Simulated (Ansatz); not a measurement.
Method: DFT PBE, scalar-relativistic, plane waves, PAW in Ansatz. All cells share a 420 eV cutoff and Γ-centred k meshes spaced at most about 0.3 Å⁻¹ (2π included). No spin polarisation.

Each guess is relaxed in cell and atoms at zero pressure, on a coarse mesh first where it starts far from rest and then on a converged one. The steps can't lower the symmetry of the start, but it can rise. Energies are static (0 K, no zero-point motion).

Two unrelaxed guesses for AlGa3As4:

A.

```
CELL_PARAMETERS angstrom
3.89199 0.00000 0.00000
0.00000 3.89199 0.00000
0.00000 0.00000 11.00822
ATOMIC_POSITIONS crystal
Al 0.00000 0.00000 0.00000
Ga 0.50000 0.50000 0.25000
Ga 0.00000 0.00000 0.50000
Ga 0.50000 0.50000 0.75000
As 0.50000 0.00000 0.12500
As 0.00000 0.50000 0.37500
As 0.50000 0.00000 0.62500
As 0.00000 0.50000 0.87500
```

B.

```
CELL_PARAMETERS angstrom
3.89199 0.00000 0.00000
0.00000 3.89199 0.00000
0.00000 0.00000 11.00822
ATOMIC_POSITIONS crystal
Al 0.50000 0.50000 0.00000
Ga 0.00000 0.00000 0.75000
Ga 0.00000 0.00000 0.25000
Ga 0.50000 0.50000 0.50000
As 0.50000 0.00000 0.12500
As 0.00000 0.50000 0.37500
As 0.50000 0.00000 0.62500
As 0.00000 0.50000 0.87500
```

Question: Do they relax into the same structure? If not, which is lower?

Answer: Yes. Both fall into one structure. A: P-4m2 at 20.8 Å³/atom → P-4m2 at 23.7 Å³/atom; B: P-4m2 at 20.8 Å³/atom → P-4m2 at 23.7 Å³/atom. Conventional cell: a = 4.061 Å, c = 11.476 Å. Around Al lie 4 As at 2.48 Å; Ga on a site of symmetry 2mm has 4 As at 2.49 Å; Ga on a site of symmetry -4m2 is surrounded by 4 As at 2.49 Å; around As on its first site lie 2 Al at 2.48 Å and 2 Ga at 2.49 Å; 1 more site not described.

```
Al Ga As
1.0
     4.06098    0.00000    0.00000
     0.00000    4.06098    0.00000
     0.00000    0.00000   11.47567
Al Ga As
1 3 4
Direct
  0.00000 0.00000 0.00000
  0.50000 0.50000 0.24975
  0.00000 0.00000 0.50000
  0.50000 0.50000 0.75025
  0.50000 0.00000 0.12410
  0.00000 0.50000 0.37489
  0.50000 0.00000 0.62511
  0.00000 0.50000 0.87590
```

Ends held by symmetry can be saddle points.
